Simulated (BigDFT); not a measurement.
**NaCl in BigDFT: convergence with grid spacing**

Input of the first run (grid spacing 0.4728 bohr); the others differ in this setting and in those tied to it:

input.yaml

```yaml
dft:
  hgrids: [0.4728, 0.4728, 0.4728]
  rmult: [10.0, 8.0]
  ixc: PBE
  gnrm_cv: 3.e-05
  ncong: 2
  idsx: 6
  itermax: 80
  nrepmax: 2
kpt:
  method: mpgrid
  ngkpt: [4, 4, 4]
ig_occupation:
  Cl: {3p: 5.0, 3s: 2.0}
  Na: {3p: 0.0, 3s: 1.0}
```

posinp.xyz

```xyz
2 angstroem
periodic 3.5021900000 3.5021900000 3.5021900000
Cl    1.7450116960    1.7384731072    1.7578962530
Na    3.4696546549    0.0051937478    3.4765784845
```

Potentials or basis: UZH-GTH-PBE (Cl q7, Na q1).

The run is started by

```console
$ OMP_NUM_THREADS=1 bigdft  # reads input.yaml, posinp.xyz, psppar.Cl, psppar.Na
```

The cell isn't the ideal one: atoms moved at random.

The cell comes from a database or a generator and needn't be the stable form of this composition.

Hardware: 1 thread of Intel(R) Xeon(R) Processor @ 2.70GHz, on a shared host.

Question: The values tried are 0.4728 bohr, 0.42 bohr, 0.37 bohr, 0.34 bohr, loosest first. From which on does the energy stay within 1 meV/atom of the tightest run that finished?

Answer: From 0.42 bohr on.

```tsv
grid spacing	energy less the tightest run, at zero smearing (meV/atom)	largest force (eV/Å)	SCF cycles	CPU time (s)	peak memory (GiB)
0.4728 bohr	1.86	0.009	13	96	0.74
0.42 bohr	0.65	0.006	14	130	1.1
0.37 bohr	0.20	0.006	14	200	1.6
0.34 bohr	0.00	0.006	14	270	2.1
```

Against the tightest run, the largest force stays within 0.005 eV/Å from 0.4728 bohr on. Values are those asked for, which the program may round to a finer grid. The tightest run that finished is the yardstick and may itself not be fully converged.

Caveat, for the tightest run too: the k mesh is coarse (spacing up to 0.45 Å⁻¹), so the values aren't converged.
